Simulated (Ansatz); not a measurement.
A single-point calculation of SiC (zincblende) with the PAW code Ansatz, at the level r2SCAN. The cell was relaxed with r2SCAN and then strained (epitaxial +4.0 % in the xy plane, free normal strain -2.70 %), with the atoms relaxed again with r2SCAN; k points keep the names of the unstrained zone.

```yaml
crystal:
  lattice:
    - [0.0, 2.2651744451, 2.1192003435]
    - [2.2651744451, 0.0, 2.1192003435]
    - [2.2651744451, 2.2651744451, 0.0]
  atoms:
    - { symbol: Si, position: [0.0, 0.0, 0.0] }
    - { symbol: C, position: [0.25, 0.25, 0.25] }
kpoints:
  mp_grid: { grid: [10, 10, 10] }
  band_path:
    path:
      - [0.0, 0.0, 0.0]
      - [-0.5, -0.5, 0.0]
      - [-0.375, -0.375, 0.25]
      - [-0.375, 0.0, 0.375]
      - [0.0, 0.0, 0.5]
      - [-0.5, -0.25, 0.25]
    npoints: 1
hamiltonian:
  xc: r2scan
scf:
  occupations: { method: fixed }
  n_extra_bands: 4
output:
  forces: true
  stress: true
  eigenvalues: true
```

The output follows, shortened, with numbered blanks.
```
Pseudopotential: Si, paw, valence charge 4, recommended cutoff 500 eV (meta_gga)
Pseudopotential: C, paw, valence charge 4, recommended cutoff 500 eV (meta_gga)
Functional definition: r2SCAN
Crystal: 2 atoms, lattice volume = 21.747 Å³
Basis set: ecut = 500 eV, 543 PW (Γ)
Bands: 8, of which v1, the nominal top of the filled ones, is band 4 counted from 1 (3 counted from 0)
Symmetry: 8 space group operations
Space group: I-4m2 (ITA 119)
[1]
preconditioner: auto → none  [insulator: Δε(μ)=1.043 eV  ℏωp=22.5 eV]
SCF converged after 6 iterations
Free energy (F): -891.246406 eV
Fermi energy:    9.045789 eV
--- Per-component energies (eV) ---
  E_band       = 21.717423
  E_kinetic    = 133.182939
  E_local      = -106.113850
  E_nonlocal   = 49.705261
  E_hartree    = 32.789084
  E_xc         = -100.373433
  E_vxc        = -117.290071
  E_paw        = -620.045111
  E_vpaw       = -8.870340
  E_vtau       = 5.524386
  E_ewald      = -280.290099
  E_core_change = -0.101207
--- Stress (GPa, compression-positive) ---
[2]
```

Problem. What stood in the gaps? They hold the stress, the count of irreducible k points.

Solution.
```
[1]
k-points: 102 of 1000 (time reversal used)
[2]
      -16.120358       0.000000       0.000000
        0.000000     -16.120358       0.000000
        0.000000       0.000000      -0.003131
  P = ⅓ Tr σ = -10.7479 GPa (-107.479 kbar)
```

bands.tsv, columns around the gap (it counts bands from 0):
```tsv
# k_distance	band_0	band_1	band_2	band_3	band_4	band_5	band_6	band_7
# fermi_ev = 9.045789
# [0, 0, 0] at k_distance = 0.000000
# [-0.5, -0.5, 0] at k_distance = 1.482442
# [-0.375, -0.375, 0.25] at k_distance = 1.972789
# [-0.375, 0, 0.375] at k_distance = 2.832121
# [0, 0, 0.5] at k_distance = 3.691454
# [-0.5, -0.25, 0.25] at k_distance = 4.706485
# levels_relative_to = fermi_ev
0.000	-16.078	-0.418	-0.418	0.000	5.867	7.073	7.291	7.291
1.482	-10.888	-7.632	-3.982	-3.982	1.089	3.558	14.016	14.016
1.973	-11.105	-7.332	-5.671	-3.393	2.662	6.969	11.750	12.563
2.832	-11.306	-7.873	-5.767	-2.683	3.506	8.193	11.350	12.582
3.691	-12.623	-8.835	-1.764	-1.003	4.934	6.768	8.022	10.413
4.706	-10.978	-7.446	-5.114	-4.872	5.034	8.640	8.899	9.926
```
In order the rows are Γ, X, U, K, L, W.

Command: `ansatz run input.yaml --threads 2 --pin off --max-ram 20275MiB --backend cpu --events-out ev --progress --plain --runs-dir out`.

Problem. It took 2.1 s on 2 threads of AMD EPYC 7R13 Processor (Zen 3), on a shared host, load about 3.7 per core. What peak of host memory did it reach?

Solution. About 0.57 GiB.

The values are computed, spin-unpolarised, and not measurements.
